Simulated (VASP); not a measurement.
# SiMo3 (Pm-3n) in VASP: further runs, part 3 of 3

VASP 6.6.1.

## Step 4: Relaxation of cell and atoms, PBE

INCAR reads:

```
SYSTEM = SiMo3
PREC     = Accurate       ! precision mode
ENCUT    = 600            ! plane-wave cutoff, eV
EDIFF    = 1E-6           ! SCF threshold, eV
ISMEAR   = 1              ! smearing method
SIGMA    = 0.1            ! smearing width, eV
LREAL    = .False.        ! projectors in reciprocal space
LASPH    = .True.         ! aspherical terms in the spheres
NELM     = 80             ! most SCF steps
ALGO     = Normal         ! electronic algorithm
ISIF     = 3              ! what is computed and relaxed
LWAVE    = .False.        ! write WAVECAR
LCHARG   = .False.        ! write CHGCAR
GGA      = PE             ! functional
IBRION   = 2              ! ionic algorithm
NSW      = 90             ! ionic steps
EDIFFG   = -0.01          ! ionic threshold
KPAR     = 2
```

KPOINTS reads:

```
regular mesh
0
Gamma
  8 8 8
  0 0 0
```

POSCAR reads:

```
SiMo3
1.0
    4.8890000000      0.0000000000      0.0000000000
    0.0000000000      4.8890000000      0.0000000000
    0.0000000000      0.0000000000      4.8890000000
Si Mo
2 6
Direct
    0.0000000000      0.0000000000      0.0000000000
    0.5000000000      0.5000000000      0.5000000000
    0.2500000000      0.0000000000      0.5000000000
    0.5000000000      0.7500000000      0.0000000000
    0.7500000000      0.0000000000      0.5000000000
    0.5000000000      0.2500000000      0.0000000000
    0.0000000000      0.5000000000      0.7500000000
    0.0000000000      0.5000000000      0.2500000000
```

Potentials or basis: VASP PAW PBE potentials, release 64 (Si, Mo_sv).

Command:

```sh
> cat potpaw_PBE.64/Si/POTCAR potpaw_PBE.64/Mo_sv/POTCAR > POTCAR
> mpirun -np 2 vasp_std > vasp.out
```

OUTCAR:

```text
SYSTEM = SiMo3
   PREC = Accurate
   ENCUT = 600
   EDIFF = 1E-6
   ISMEAR = 1
   LREAL = .False.
   LASPH = .True.
   NELM = 80
   ISIF = 3
   GGA = PE
   IBRION = 2
   NSW = 90
   EDIFFG = -0.01

 ion  position               nearest neighbor table
   1  0.000  0.000  0.000-   3 2.73   4 2.73   5 2.73   6 2.73   7 2.73   8 2.73   3 2.73   5 2.73
                             7 2.73   8 2.73   4 2.73   6 2.73
   2  0.500  0.500  0.500-   3 2.73   4 2.73   5 2.73   6 2.73   7 2.73   8 2.73   4 2.73   6 2.73
                             3 2.73   5 2.73   7 2.73   8 2.73
   3  0.250  0.000  0.500-   5 2.44   5 2.44   1 2.73   1 2.73   2 2.73   2 2.73   8 2.99   4 2.99
                             4 2.99   6 2.99   6 2.99   7 2.99   8 2.99   7 2.99
   4  0.500  0.750  0.000-   6 2.44   6 2.44   1 2.73   2 2.73   2 2.73   1 2.73   8 2.99   5 2.99
                             3 2.99   5 2.99   3 2.99   7 2.99   7 2.99   8 2.99
   5  0.750  0.000  0.500-   3 2.44   3 2.44   1 2.73   1 2.73   2 2.73   2 2.73   8 2.99   4 2.99
                             4 2.99   6 2.99   6 2.99   7 2.99   8 2.99   7 2.99
   6  0.500  0.250  0.000-   4 2.44   4 2.44   1 2.73   2 2.73   2 2.73   1 2.73   8 2.99   3 2.99
                             3 2.99   5 2.99   5 2.99   7 2.99   7 2.99   8 2.99
   7  0.000  0.500  0.750-   8 2.44   8 2.44   1 2.73   2 2.73   1 2.73   2 2.73   3 2.99   4 2.99
                             5 2.99   3 2.99   5 2.99   6 2.99   4 2.99   6 2.99
   8  0.000  0.500  0.250-   7 2.44   7 2.44   1 2.73   2 2.73   1 2.73   2 2.73   3 2.99   4 2.99
                             5 2.99   3 2.99   5 2.99   6 2.99   4 2.99   6 2.99

  LATTYP: Found a simple cubic cell.
 ALAT       =     4.8890000000

  Lattice vectors:

 A1 = (   4.8890000000,   0.0000000000,   0.0000000000)
 A2 = (   0.0000000000,   4.8890000000,   0.0000000000)
 A3 = (   0.0000000000,   0.0000000000,   4.8890000000)

Analysis of symmetry for initial positions (statically):
=====================================================================
 Subroutine PRICEL returns:
 Original cell was already a primitive cell.

 Routine SETGRP: Setting up the symmetry group for a
 simple cubic supercell.

 Subroutine GETGRP returns: Found 48 space group operations
[... 166 lines left out ...]
  volume of cell :      116.86
 maximum number of plane-waves:      3948
 NGX is ok and might be reduce to    40
   NGX = 19   NGY = 19   NGZ = 19

--------------------------------------- Ionic step        1  -------------------------------------------

 number of electron      91.9999979 magnetization

 Free energy of the ion-electron system (eV)
  ---------------------------------------------------
  ext. energy  EPLUGINS =         0.00000000
  ---------------------------------------------------
  free energy    TOTEN  =       -78.97141033 eV

  energy without entropy =      -78.97091745  energy(sigma->0) =      -78.97124604

------------------------ aborting loop because EDIFF is reached ----------------------------------------

  FORCE on cell =-STRESS in cart. coord.  units (eV):
  Direction    XX          YY          ZZ          XY          YZ          ZX
  --------------------------------------------------------------------------------------
  -------------------------------------------------------------------------------------
  Total        2.2647670      2.2647670      2.2647670     -0.0000000      0.0000000     -0.0000000
  in kB       31.0508862     31.0508862     31.0508862     -0.0000000      0.0000000     -0.0000000
  external PRESSURE =      31.0508862 kB  Pullay stress =       0.0000000 kB
[... 71 lines left out ...]
--------------------------------------- Ionic step        3  -------------------------------------------

 number of electron      91.9999981 magnetization

 Free energy of the ion-electron system (eV)
  ---------------------------------------------------
  ext. energy  EPLUGINS =         0.00000000
  ---------------------------------------------------
  free energy    TOTEN  =       -78.98502531 eV

  energy without entropy =      -78.98414882  energy(sigma->0) =      -78.98473315

 E-fermi :  12.5900     XC(G=0): -13.0474

 val. band max:       12.5897138327   @ k =   0.3750   0.3750   0.0000
 cond. band min:      12.5964289478   @ k =   0.3750   0.3750   0.0000
 fundamental gap:      0.0067151150
 Fermi energy:        12.5900286995

 k-point     1 :       0.0000    0.0000    0.0000
  band No.  band energies     occupation
      1     -48.7013      2.00000
      2     -48.5918      2.00000
      3     -48.5918      2.00000
      4     -48.2750      2.00000
      5     -48.2750      2.00000
      6     -48.2750      2.00000
[... 1381 lines left out ...]
     54      14.6685      0.00000
     55      14.7109      0.00000

 [... further k-points ...]

------------------------ aborting loop because EDIFF is reached ----------------------------------------

  FORCE on cell =-STRESS in cart. coord.  units (eV):
  Direction    XX          YY          ZZ          XY          YZ          ZX
  --------------------------------------------------------------------------------------
  -------------------------------------------------------------------------------------
  Total       -0.0173621     -0.0173621     -0.0173621      0.0000000     -0.0000000     -0.0000000
  in kB       -0.2351467     -0.2351467     -0.2351467      0.0000000     -0.0000000     -0.0000000
  external PRESSURE =      -0.2351467 kB  Pullay stress =       0.0000000 kB
[... 23 lines left out ...]
  FREE ENERGIE OF THE ION-ELECTRON SYSTEM (eV)
  ---------------------------------------------------
  free  energy   TOTEN  =       -78.9850253072 eV

  energy  without entropy=      -78.9841488238  energy(sigma->0) =      -78.98473315

 reached required accuracy - stopping structural energy minimisation
```

It took 3 min on 2 MPI ranks of Intel Xeon 6975P-C (Granite Rapids), shared host; peak memory 0.36 GiB.

Results:

```yaml
Free_energy: -78.9850 eV
Relaxed_volume: 14.79 Å³/atom
Relaxed_cell: a = 4.909 Å, b = 4.909 Å, c = 4.909 Å, α = 90.00°, β = 90.00°, γ = 90.00°
Space_group_after_relaxing_to_0.05_Å: Pm-3n (No. 223)
Energy_gained_by_relaxing: 1.7 meV/atom
Ionic_steps: 3
Pressure_after_relaxing: 0.0 GPa
Band_gap_on_the_k_mesh: none (metal or under the smearing width)
```

Step by step:
```csv
step,energy change (eV),largest force (eV/Å),pressure (GPa),volume (Å³)
1,0.0000,0.0000,3.11,116.86
2,0.0600,0.0000,-6.70,121.71
3,-0.0136,0.0000,-0.02,118.30
```

Final structure:
```
CELL_PARAMETERS angstrom
4.90898 0.00000 0.00000
0.00000 4.90898 0.00000
0.00000 0.00000 4.90898
ATOMIC_POSITIONS crystal
Si 0.00000 0.00000 0.00000
Si 0.50000 0.50000 0.50000
Mo 0.25000 0.00000 0.50000
Mo 0.50000 0.75000 0.00000
Mo 0.75000 0.00000 0.50000
Mo 0.50000 0.25000 0.00000
Mo 0.00000 0.50000 0.75000
Mo 0.00000 0.50000 0.25000
```

Levels at points of the mesh, in eV from the Fermi level:
```tsv
k point	band 44	band 45	band 46	band 47	band 48	band 49
(0.00, 0.00, 0.00)	-1.56	1.21	1.21	1.21	1.96	2.30
(0.50, 0.00, 0.00)	-1.71	0.21	0.21	0.90	0.90	1.47
(0.50, 0.50, 0.00)	-0.89	-0.89	-0.80	-0.69	-0.50	-0.14
(0.50, 0.50, 0.50)	-1.22	-1.22	-1.22	-1.22	-1.22	1.22
```

## Step 5: Relaxation of cell and atoms, PBE

This run uses another cell than the first one, of 14.79 Å³/atom, 1.012 times its volume.

INCAR, as its differences from that of step 4:

```diff
@@ -3,3 +3,3 @@
 ENCUT    = 600            ! plane-wave cutoff, eV
-EDIFF    = 1E-6           ! SCF threshold, eV
+EDIFF    = 1E-7           ! SCF threshold, eV
 ISMEAR   = 1              ! smearing method
@@ -16,3 +16,3 @@
 NSW      = 90             ! ionic steps
-EDIFFG   = -0.01          ! ionic threshold
+EDIFFG   = -0.005         ! ionic threshold
 KPAR     = 2
```

KPOINTS is that of step 4.

POSCAR reads:

```
SiMo3                                   
1.0
    4.9089818557     -0.0000000000     -0.0000000000
   -0.0000000000      4.9089818557     -0.0000000000
    0.0000000000      0.0000000000      4.9089818557
  Si              Mo            
     2     6
Direct
     0.0000000000000000    0.0000000000000000    0.0000000000000000
     0.5000000000000000    0.5000000000000000    0.5000000000000000
     0.2500000000000000    0.0000000000000000    0.5000000000000000
     0.5000000000000000    0.7500000000000000    0.0000000000000000
     0.7500000000000000    0.0000000000000000    0.5000000000000000
     0.5000000000000000    0.2500000000000000    0.0000000000000000
     0.0000000000000000    0.5000000000000000    0.7500000000000000
     0.0000000000000000    0.5000000000000000    0.2500000000000000
```

Command:

```sh
> cat potpaw_PBE.64/Si/POTCAR potpaw_PBE.64/Mo_sv/POTCAR > POTCAR
> mpirun -np 2 vasp_std > vasp.out
```

It took 93 s on 2 MPI ranks of Intel Xeon 6975P-C (Granite Rapids), shared host; peak memory 0.35 GiB.

The run converged. Its results:

```yaml
Free_energy: -78.9862 eV
Pressure_after_relaxing: 0.0 GPa
Band_gap_on_the_k_mesh: none (metal or under the smearing width)
```

Final structure:
```
Si Mo
1.0
     4.90898    0.00000    0.00000
     0.00000    4.90898    0.00000
     0.00000    0.00000    4.90898
Si Mo
2 6
Direct
  0.00000 0.00000 0.00000
  0.50000 0.50000 0.50000
  0.25000 0.00000 0.50000
  0.50000 0.75000 0.00000
  0.75000 0.00000 0.50000
  0.50000 0.25000 0.00000
  0.00000 0.50000 0.75000
  0.00000 0.50000 0.25000
```

Levels at points of the mesh, in eV from the Fermi level:
| k point | band 43 | band 44 | band 45 | band 46 | band 47 | band 48 | band 49 | band 50 |
| --- | --- | --- | --- | --- | --- | --- | --- | --- |
| (0.00, 0.00, 0.00) | -1.56 | -1.56 | 1.21 | 1.21 | 1.21 | 1.96 | 2.30 | 2.30 |
| (0.50, 0.00, 0.00) | -1.71 | -1.71 | 0.21 | 0.21 | 0.90 | 0.90 | 1.47 | 1.47 |
| (0.50, 0.50, 0.00) | -1.10 | -0.89 | -0.89 | -0.80 | -0.69 | -0.50 | -0.14 | 0.21 |
| (0.50, 0.50, 0.50) | -1.22 | -1.22 | -1.22 | -1.22 | -1.22 | -1.22 | 1.22 | 1.22 |

Caveat: the relaxation stopped at its first step, so nothing moved.
